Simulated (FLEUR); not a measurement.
A run of FLEUR MaX-R8.1 (later development tree) is set up as follows.

File inp.xml:

```xml
<?xml version="1.0" encoding="UTF-8" standalone="no"?>
<fleurInput fleurInputVersion="0.39">
   <comment>
      BN                                                                                                  
   </comment>
   <calculationSetup>
      <cutoffs Kmax="5.26" Gmax="16.3" GmaxXC="16.3" numbands="0"/>
      <scfLoop itmax="80" minDistance="0.0001" maxIterBroyd="30" imix="Anderson" alpha="0.05" precondParam="0.0" spinf="2.0" sdNocoIR="T"/>
      <coreElectrons ctail="F" frcor="F" kcrel="0" coretail_lmax="0"/>
      <xcFunctional name="LibXC" relativisticCorrections="F">
         <LibXCName exchange="mgga_x_r2scan" correlation="mgga_c_r2scan"/>
         <AuxGGA exchange="117" correlation="130"/>
      </xcFunctional>
      <magnetism jspins="1"/>
      <soc l_soc="F" theta="0.0" phi="0.0" spav="F"/>
      <expertModes spex="0" secvar="F"/>
      <geometryOptimization l_f="F" forcealpha="1.0" forcemix="BFGS" epsdisp="0.00001" epsforce="0.00001"/>
      <ldaU l_linMix="F" mixParam="0.05" spinf="1.0"/>
   </calculationSetup>
   <cell>
      <bzIntegration valenceElectrons="16.0" mode="hist" fermiSmearingEnergy="0.00183747">
         <kPointListSelection listName="default-1"/>
         <!-- k-points included here -->
         <xi:include xmlns:xi="http://www.w3.org/2001/XInclude" href="kpts.xml"> </xi:include>
      </bzIntegration>
      <!-- symmetry operations included here -->
      <xi:include xmlns:xi="http://www.w3.org/2001/XInclude" href="sym.xml"> </xi:include>
      <bulkLattice scale="1.0">
         <bravaisMatrix>
            <row-1>    4.8262463859830076     0.0000000000000000     0.0000000000000000</row-1>
            <row-2>   -2.4131231930859904     4.1796519751778654     0.0000000000000000</row-2>
            <row-3>    0.0000000000000000     0.0000000000000000     7.9875983183961319</row-3>
         </bravaisMatrix>
      </bulkLattice>
   </cell>
   <atomSpecies>
      <species name="Nitrogen (N)" element="N" atomicNumber="7">
         <mtSphere radius="1.37" gridPoints="453" logIncrement="0.023"/>
         <atomicCutoffs lmax="8" lnonsphr="8"/>
         <electronConfig flipSpins="F">
            <coreConfig>(1s1/2)</coreConfig>
            <valenceConfig>(2s1/2) (2p1/2) (2p3/2)</valenceConfig>
            <stateOccupation state="(2p1/2)" spinUp="0.500000" spinDown="0.500000"/>
            <stateOccupation state="(2p3/2)" spinUp="1.000000" spinDown="1.000000"/>
         </electronConfig>
         <energyParameters s="2" p="2" d="3" f="4"/>
         <lo type="SCLO" l="0" n="2" eDeriv="2"/>
         <lo type="SCLO" l="1" n="2" eDeriv="2"/>
         <lo type="SCLO" l="2" n="3" eDeriv="2"/>
      </species>
      <species name="Boron (B)" element="B" atomicNumber="5">
         <mtSphere radius="1.37" gridPoints="453" logIncrement="0.022"/>
         <atomicCutoffs lmax="8" lnonsphr="8"/>
         <electronConfig flipSpins="F">
            <coreConfig>(1s1/2)</coreConfig>
            <valenceConfig>(2s1/2) (2p1/2) (2p3/2)</valenceConfig>
            <stateOccupation state="(2p1/2)" spinUp="0.166667" spinDown="0.166667"/>
            <stateOccupation state="(2p3/2)" spinUp="0.333333" spinDown="0.333333"/>
         </electronConfig>
         <energyParameters s="2" p="2" d="3" f="4"/>
         <lo type="SCLO" l="0" n="2" eDeriv="2"/>
         <lo type="SCLO" l="1" n="2" eDeriv="2"/>
         <lo type="SCLO" l="2" n="3" eDeriv="2"/>
      </species>
   </atomSpecies>
   <atomGroups>
      <atomGroup species="Nitrogen (N)">
         <relPos label="                   1">1.000/3.000 -1.000/3.000 .1252760000</relPos>
         <relPos label="                   2">-1.000/3.000 1.000/3.000 -.3747240000</relPos>
         <force calculate="T" relaxXYZ="TTT"/>
      </atomGroup>
      <atomGroup species="Boron (B)">
         <relPos label="                   3">1.000/3.000 -1.000/3.000 .4997240000</relPos>
         <relPos label="                   4">-1.000/3.000 1.000/3.000 -.0002760000</relPos>
         <force calculate="T" relaxXYZ="TTT"/>
      </atomGroup>
   </atomGroups>
   <output dos="F" band="F" slice="F">
      <checks vchk="F" cdinf="F"/>
      <bandDOS minEnergy="-.5*Htr" maxEnergy="0.5*Htr" sigma="0.015" storeEVData="T"/>
      <vacuumDOS vacdos="F" integ="F" star="F" nstars="0" locx1="0.0" locy1="0.0" locx2="0.0" locy2="0.0" nstm="0" tworkf="0.0"/>
      <unfoldingBand unfoldBand="F" supercellX="1" supercellY="1" supercellZ="1"/>
      <plotting iplot="0" polar="F">
         <plot TwoD="T" vec1="  1.0  0.0  0.0" vec2="  0.0  1.0  0.0" vec3="  0.0  0.0  1.0" zero="  0.0  0.0  0.0" file="plot"/>
      </plotting>
      <chargeDensitySlicing numkpt="0" minEigenval="0.0" maxEigenval="0.0" nnne="0" pallst="F"/>
      <specialOutput eonly="F"/>
      <moessbauerParams electricFieldGradient="T" isomerShift="T" coreHyperfine="T" valenceHyperfine="T"/>
      <magneticCircularDichroism mcd="F" energyLo="-10.0" energyUp="0.0"/>
   </output>
  <!-- We include the file relax.xml here to enable relaxations (see documentation) -->
  <xi:include xmlns:xi="http://www.w3.org/2001/XInclude" href="relax.xml"> <xi:fallback/> </xi:include>
</fleurInput>
```

The input crystal.txt:

```
BN
&input cartesian=F /
2.5539396017  0.0000000000  0.0000000000
-1.2769698009  2.2117765748  0.0000000000
0.0000000000  0.0000000000  4.2268550000
1.8897261246
1.0 1.0 1.0

4
7 0.3333333334  0.6666666668  0.1252760000
7 0.6666666668  0.3333333334  0.6252760000
5 0.3333333334  0.6666666668  0.4997240000
5 0.6666666668  0.3333333334  0.9997240000

&kpt div1=12 div2=12 div3=6 gamma=T /
```

File inp.xml (bands):

```
<?xml version="1.0" encoding="UTF-8" standalone="no"?>
<fleurInput fleurInputVersion="0.39">
   <comment>
      BN                                                                                                  
   </comment>
   <calculationSetup>
      <cutoffs Kmax="5.26" Gmax="16.3" GmaxXC="16.3" numbands="0"/>
      <scfLoop itmax="80" minDistance="0.0001" maxIterBroyd="30" imix="Anderson" alpha="0.05" precondParam="0.0" spinf="2.0" sdNocoIR="T"/>
      <coreElectrons ctail="F" frcor="F" kcrel="0" coretail_lmax="0"/>
      <xcFunctional name="LibXC" relativisticCorrections="F">
         <LibXCName exchange="mgga_x_r2scan" correlation="mgga_c_r2scan"/>
         <AuxGGA exchange="117" correlation="130"/>
      </xcFunctional>
      <magnetism jspins="1"/>
      <soc l_soc="F" theta="0.0" phi="0.0" spav="F"/>
      <expertModes spex="0" secvar="F"/>
      <geometryOptimization l_f="F" forcealpha="1.0" forcemix="BFGS" epsdisp="0.00001" epsforce="0.00001"/>
      <ldaU l_linMix="F" mixParam="0.05" spinf="1.0"/>
   </calculationSetup>
   <cell>
      <bzIntegration valenceElectrons="16.0" mode="hist" fermiSmearingEnergy="0.00183747">
         <kPointListSelection listName="path-1"/>
         <!-- k-points included here -->
         <xi:include xmlns:xi="http://www.w3.org/2001/XInclude" href="kpts.xml"> </xi:include>
      </bzIntegration>
      <!-- symmetry operations included here -->
      <xi:include xmlns:xi="http://www.w3.org/2001/XInclude" href="sym.xml"> </xi:include>
      <bulkLattice scale="1.0">
         <bravaisMatrix>
            <row-1>    4.8262463859830076     0.0000000000000000     0.0000000000000000</row-1>
            <row-2>   -2.4131231930859904     4.1796519751778654     0.0000000000000000</row-2>
            <row-3>    0.0000000000000000     0.0000000000000000     7.9875983183961319</row-3>
         </bravaisMatrix>
      </bulkLattice>
   </cell>
   <atomSpecies>
      <species name="Nitrogen (N)" element="N" atomicNumber="7">
         <mtSphere radius="1.37" gridPoints="453" logIncrement="0.023"/>
         <atomicCutoffs lmax="8" lnonsphr="8"/>
         <electronConfig flipSpins="F">
            <coreConfig>(1s1/2)</coreConfig>
            <valenceConfig>(2s1/2) (2p1/2) (2p3/2)</valenceConfig>
            <stateOccupation state="(2p1/2)" spinUp="0.500000" spinDown="0.500000"/>
            <stateOccupation state="(2p3/2)" spinUp="1.000000" spinDown="1.000000"/>
         </electronConfig>
         <energyParameters s="2" p="2" d="3" f="4"/>
         <lo type="SCLO" l="0" n="2" eDeriv="2"/>
         <lo type="SCLO" l="1" n="2" eDeriv="2"/>
         <lo type="SCLO" l="2" n="3" eDeriv="2"/>
      </species>
      <species name="Boron (B)" element="B" atomicNumber="5">
         <mtSphere radius="1.37" gridPoints="453" logIncrement="0.022"/>
         <atomicCutoffs lmax="8" lnonsphr="8"/>
         <electronConfig flipSpins="F">
            <coreConfig>(1s1/2)</coreConfig>
            <valenceConfig>(2s1/2) (2p1/2) (2p3/2)</valenceConfig>
            <stateOccupation state="(2p1/2)" spinUp="0.166667" spinDown="0.166667"/>
            <stateOccupation state="(2p3/2)" spinUp="0.333333" spinDown="0.333333"/>
         </electronConfig>
         <energyParameters s="2" p="2" d="3" f="4"/>
         <lo type="SCLO" l="0" n="2" eDeriv="2"/>
         <lo type="SCLO" l="1" n="2" eDeriv="2"/>
         <lo type="SCLO" l="2" n="3" eDeriv="2"/>
      </species>
   </atomSpecies>
   <atomGroups>
      <atomGroup species="Nitrogen (N)">
         <relPos label="                   1">1.000/3.000 -1.000/3.000 .1252760000</relPos>
         <relPos label="                   2">-1.000/3.000 1.000/3.000 -.3747240000</relPos>
         <force calculate="T" relaxXYZ="TTT"/>
      </atomGroup>
      <atomGroup species="Boron (B)">
         <relPos label="                   3">1.000/3.000 -1.000/3.000 .4997240000</relPos>
         <relPos label="                   4">-1.000/3.000 1.000/3.000 -.0002760000</relPos>
         <force calculate="T" relaxXYZ="TTT"/>
      </atomGroup>
   </atomGroups>
   <output dos="F" band="T" slice="F">
      <checks vchk="F" cdinf="F"/>
      <bandDOS minEnergy="-.5*Htr" maxEnergy="0.5*Htr" sigma="0.015" storeEVData="T"/>
      <vacuumDOS vacdos="F" integ="F" star="F" nstars="0" locx1="0.0" locy1="0.0" locx2="0.0" locy2="0.0" nstm="0" tworkf="0.0"/>
      <unfoldingBand unfoldBand="F" supercellX="1" supercellY="1" supercellZ="1"/>
      <plotting iplot="0" polar="F">
         <plot TwoD="T" vec1="  1.0  0.0  0.0" vec2="  0.0  1.0  0.0" vec3="  0.0  0.0  1.0" zero="  0.0  0.0  0.0" file="plot"/>
      </plotting>
      <chargeDensitySlicing numkpt="0" minEigenval="0.0" maxEigenval="0.0" nnne="0" pallst="F"/>
      <specialOutput eonly="F"/>
      <moessbauerParams electricFieldGradient="T" isomerShift="T" coreHyperfine="T" valenceHyperfine="T"/>
      <magneticCircularDichroism mcd="F" energyLo="-10.0" energyUp="0.0"/>
   </output>
  <!-- We include the file relax.xml here to enable relaxations (see documentation) -->
  <xi:include xmlns:xi="http://www.w3.org/2001/XInclude" href="relax.xml"> <xi:fallback/> </xi:include>
</fleurInput>
```

Potentials or basis: all-electron, FLAPW.

Command:

```bash
$ inpgen -f crystal.txt -profile fastHighL
$ # inp.xml edited to the form shown
$ mpirun -n 4 fleur_MPI -pe_per_kpt 1
$ mpirun -n 4 fleur_MPI -pe_per_kpt 1   # second run, on inp.xml (bands)
```

(1) What does it give for the band gap along the path?

(2) Predict the band gap on the k mesh.

## Answers

(1) 5.73 eV, indirect (least direct gap 8.91 eV).

(2) 5.73 eV, indirect (least direct gap 8.93 eV).

Caveat: the meta-GGA is that of a development version, with a GGA for the radial functions and cores and without core tails.
